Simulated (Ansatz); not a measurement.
NaI (Fm-3m), stationary points along a deformation path

Level of theory: DFT LDA, scalar-relativistic, plane waves, PAW in Ansatz 0.2.0. Settings: plane waves to 420 eV, k-mesh 8×8×8 (Γ-centred), Gaussian smearing 0.05 eV. No spin polarisation. Energies are free energies at this smearing, counted from the undisturbed cell; pressure is positive in compression.

Zero of the scan (as given, not relaxed at this level; it stands at -1.6 GPa):

```
Na I
1.0
     0.00000    3.23640    3.23640
     3.23640    0.00000    3.23640
     3.23640    3.23640    0.00000
Na I
1 1
Direct
  0.00000 0.00000 0.00000
  0.50000 0.50000 0.50000
```

At fixed volume and fractional coordinates, lengths along (0.000, 0.000, 1.000) are scaled against those across it; ρ is that ratio over its starting value. V = 33.899 Å³/atom. Δσ is the stress along the axis less the mean stress across it (compression positive).

| ρ | ΔE (meV/atom) | Δσ (GPa) | space group |
| --- | --- | --- | --- |
| 0.650 | 630.8 | 31.70 | I4/mmm |
| 0.707 | 332.6 | 19.36 | I4/mmm |
| 0.780 | 134.9 | 9.93 | I4/mmm |
| 0.850 | 47.6 | 4.87 | I4/mmm |
| 0.920 | 10.7 | 1.96 | I4/mmm |
| 0.960 | 2.4 | 0.86 | I4/mmm |
| 1.000 | 0.0 | 0.00 | Fm-3m |
| 1.100 | 11.0 | -1.58 | I4/mmm |
| 1.200 | 38.6 | -2.94 | I4/mmm |
| 1.300 | 80.0 | -4.44 | I4/mmm |
| 1.414 | 144.2 | -6.49 | I4/mmm |
| 1.500 | 205.7 | -8.32 | I4/mmm |

Task: How does the stress give the slope of the energy, and where is the energy stationary?

Result: Along the path d ln(length) is 2/3 d ln ρ on the axis and −1/3 d ln ρ across it, so dE/d ln ρ = −(2/3) V Δσ: the energy falls with ρ where Δσ is positive. Δσ vanishes or changes sign at ρ = 1.000 (Fm-3m), a minimum at 0.0 meV/atom. Pairs of stationary points between two samples would go unseen, and could change a minimum read from distant neighbours into a maximum. At ρ = 1.000 the cell is cubic, where symmetry alone makes the stress isotropic and the slope zero.

Task: Which shear constant sets the curvature at ρ = 1?

Result: For a cubic crystal E/V = (2/3) C (ln ρ)² with C = C′ = (C11 − C12)/2, so Δσ = −2C ln ρ. The parabola of Δσ against ln ρ through ρ = 0.960, 1 and 1.100 gives C ≈ 9.8 GPa with the ions clamped, rough because the steps are large. It is the stress–strain coefficient at this cell's pressure of -1.6 GPa, not the zero-pressure constant.

Task: Integrate that slope from ρ = 1 to 0.850 by the trapezoid rule.

Result: With V/N in Å³ and 1 eV/Å³ = 160.2 GPa the slopes at ρ = 1.000, 0.960, 0.920, 0.850 are 0, -121, -276, -687 meV/atom per unit of ln ρ. The steps add 2.5 + 8.5 + 38.1 = 49.0 meV/atom, against 47.6 from the energies; the trapezoid rule misses the curvature of the slope within each step.